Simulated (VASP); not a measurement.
Crystal: Cl.

```
CELL_PARAMETERS angstrom
3.14500 -2.25000 0.00000
3.14500 2.25000 0.00000
0.00000 0.00000 8.21000
ATOMIC_POSITIONS crystal
Cl 0.37000 0.63000 0.40000
Cl 0.13000 0.87000 0.90000
Cl 0.63000 0.37000 0.60000
Cl 0.87000 0.13000 0.10000
```

* Program: VASP 6.6.1
* Task: relaxation of cell and atoms
* Functional: LDA
* Potentials or basis: VASP PAW LDA potentials, release 64 (Cl)
* Cutoff: 600 eV
* k mesh: 6 × 6 × 4
* Occupations: gaussian, width 0.02 eV
* Spin: no spin polarisation

At the start: pressure -2.7 GPa; volume 29.05 Å³/atom.

Q: How do energy, volume and symmetry change on relaxing?

A: Over 25 steps the energy falls by 82.7 meV/atom and the volume is 22.49 Å³/atom (-22.6 %); space group Cmce (No. 64, to 0.05 Å).

Step by step:
| step | energy change (eV) | largest force (eV/Å) | pressure (GPa) | volume (Å³) |
| --- | --- | --- | --- | --- |
| 1 | 0.0000 | 0.3163 | -2.66 | 116.19 |
| 2 | -0.0136 | 1.4947 | 1.04 | 108.25 |
| 3 | -0.0509 | 0.6039 | -0.84 | 111.75 |
| 4 | -0.1273 | 0.5778 | -0.74 | 106.23 |
| 5 | -0.2755 | 0.5963 | 1.14 | 90.75 |
| 6 | -0.2227 | 0.8327 | -2.87 | 90.76 |
| 7 | -0.2990 | 0.0110 | -0.45 | 90.76 |
| 8 | -0.2990 | 0.0039 | -0.41 | 90.76 |
| 9 | -0.3061 | 0.0202 | -0.22 | 89.85 |
| 10 | -0.3136 | 0.0597 | 0.31 | 87.96 |
| 11 | -0.3137 | 0.0679 | 0.42 | 87.63 |
| 12 | -0.3200 | 0.1225 | 0.06 | 88.04 |
| 13 | -0.3225 | 0.2075 | -0.33 | 88.50 |
| 14 | -0.3252 | 0.1449 | -0.14 | 88.50 |
| 15 | -0.3268 | 0.0700 | 0.14 | 88.50 |
| 16 | -0.3268 | 0.0583 | 0.20 | 88.49 |
| 17 | -0.3273 | 0.0569 | 0.16 | 88.63 |
| 18 | -0.3284 | 0.0535 | 0.06 | 89.03 |
| 19 | -0.3295 | 0.0478 | -0.13 | 89.84 |
| 20 | -0.3296 | 0.0464 | -0.19 | 90.12 |
| 21 | -0.3300 | 0.0601 | 0.05 | 90.03 |
| 22 | -0.3300 | 0.0534 | 0.01 | 90.04 |
| 23 | -0.3305 | 0.0300 | -0.01 | 90.00 |
| 24 | -0.3308 | 0.0068 | -0.04 | 89.94 |
| 25 | -0.3308 | 0.0056 | -0.04 | 89.94 |

Final structure:
```
CELL_PARAMETERS angstrom
3.08961 -1.86700 0.00000
3.08961 1.86700 0.00000
0.00000 0.00000 7.79630
ATOMIC_POSITIONS crystal
Cl 0.36392 0.63608 0.38719
Cl 0.13608 0.86392 0.88719
Cl 0.63608 0.36392 0.61281
Cl 0.86392 0.13608 0.11281
```

Caveat: the volume moved by over 15 % at a fixed basis, so the end points are rough; the volume moved by -23 % from the deposited cell, more than functionals usually miss.
